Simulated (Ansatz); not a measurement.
## Stiffness of HgTe from strained cells

```
CELL_PARAMETERS angstrom
0.00000 3.22350 3.22350
3.22350 0.00000 3.22350
3.22350 3.22350 0.00000
ATOMIC_POSITIONS crystal
Hg 0.00000 0.00000 0.00000
Te 0.75000 0.75000 0.75000
```

Atoms are numbered in the order listed.

The cell is COD entry 1539232, as deposited and not checked against the literature; nothing was relaxed.

No spin–orbit coupling, which matters for the heavy atoms here.

Method: DFT, PBEsol, all-electron LAPW, scalar-relativistic (Ansatz 0.2.0).

The runs use a Γ-centred 9×9×9 k mesh, Fermi–Dirac smearing of 0.05 eV, basis error target 0.5 meV/atom, no spin polarisation.

The unstrained cell is at 1.33 GPa. Large strains and very small stresses are left out. Each strain is applied once, with fractional coordinates held (clamped ions), and σ below is the change of stress, positive in tension. One finite strain gives stress–strain coefficients at this pressure with an error of the order of the strain times third-order constants, a few per cent for each per cent of strain. In a metal the k mesh adds noise of tens of per cent to soft shears.

Estimate the stiffness probed by this change, and the stress that it gives: equal xy, yz and zx engineering shear strains of -1 %.

σxy = -0.43 GPa and γxy = 2εxy = -0.0100, so C44 (clamped ions) = σxy/γxy = 43 GPa.

With equal xy, yz and zx engineering shear strains of +1 %, the run gives σxy = 0.41 GPa and γxy = 2εxy = 0.0100. Which stiffness follows?

C44 (clamped ions) = σxy/γxy = 41 GPa.

The two estimates of C44 (clamped ions) differ. Why, and which value is best?

Finite strains add third-order terms, and in a metal the k mesh adds noise; two strains on one mesh can't tell these apart, so neither value is shown to be the better.
